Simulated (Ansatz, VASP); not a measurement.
# One calculation of BAs, two programs

Contents of INCAR:

```
SYSTEM = BAs
ALGO = Fast
EDIFF = 1E-6
EDIFFG = -0.005
ENCUT = 600
IBRION = 2
ISIF = 3
ISMEAR = -1
LASPH = .TRUE.
LCHARG = .FALSE.
LREAL = .FALSE.
LWAVE = .FALSE.
NELM = 100
NSW = 60
PREC = Accurate
SIGMA = 0.05
```

KPOINTS

```
k-points
0
G
  10 10 10
  0 0 0
```

POSCAR

```
BAs
1.0
    0.0000000000      2.3885000000      2.3885000000
    2.3885000000      0.0000000000      2.3885000000
    2.3885000000      2.3885000000      0.0000000000
As B
1 1
Direct
    0.7500000000      0.7500000000      0.7500000000
    0.0000000000      0.0000000000      0.0000000000
```

File input.yaml:

```yaml
crystal:
  lattice:
    - [0.0, 2.3885, 2.3885]
    - [2.3885, 0.0, 2.3885]
    - [2.3885, 2.3885, 0.0]
  atoms:
    - { symbol: As, position: [0.75, 0.75, 0.75] }
    - { symbol: B, position: [0.0, 0.0, 0.0] }
hamiltonian:
  xc: lda
  pseudopotentials: { kind: paw }
kpoints:
  mp_grid: { grid: [10, 10, 10] }
scf:
  occupations: { method: fermi_dirac, width: 0.05 }
output:
  forces: true
  stress: true
  write_density: true
  write_potential: true
  elf: true
  volumetric_format: npy
relax:
  f_tol: 0.01
  max_steps: 40
  cell: { stress_tol: 0.05 }
```

Alike in both runs: task relaxation of cell and atoms; functional LDA; k mesh 10 × 10 × 10; occupations fermi-dirac, width 0.05 eV; no spin polarisation.

```csv
,VASP,Ansatz
version,VASP 6.6.1,Ansatz 0.2.0
potentials or method,"VASP PAW LDA potentials, release 64 (As, B)",Ansatz PAW
plane-wave cutoff (eV),600,420
valence electrons in the cell,8,18
```

|  | VASP | Ansatz | Ansatz less VASP |
| --- | --- | --- | --- |
| gap on the k mesh at the Fermi level, each at its own relaxed structure (eV) | 1.10 | 1.10 | +0.002 |
| relaxed volume (Å³/atom) | 13.33 | 13.24 | -0.088 |
| relaxed cell length with the largest relative difference (Å) | 3.353 | 3.346 | -0.0074 |
| energy change over the relaxation (meV/atom) | -3 | -5 | -1.9 |

The two sets of potentials don't hold the same shells in valence.

Caveats: the plane-wave basis is chosen anew once the cell has moved, so the energies of steps on either side of that aren't comparable (Ansatz); the PAW data sets come from PBE, with cores solved anew for the run's functional, which leaves a small shift of forces and pressure (Ansatz). A k mesh can miss the band edges. Zero-point motion and thermal expansion aren't in these numbers. As with any semilocal functional, this LDA gap is likely too small.
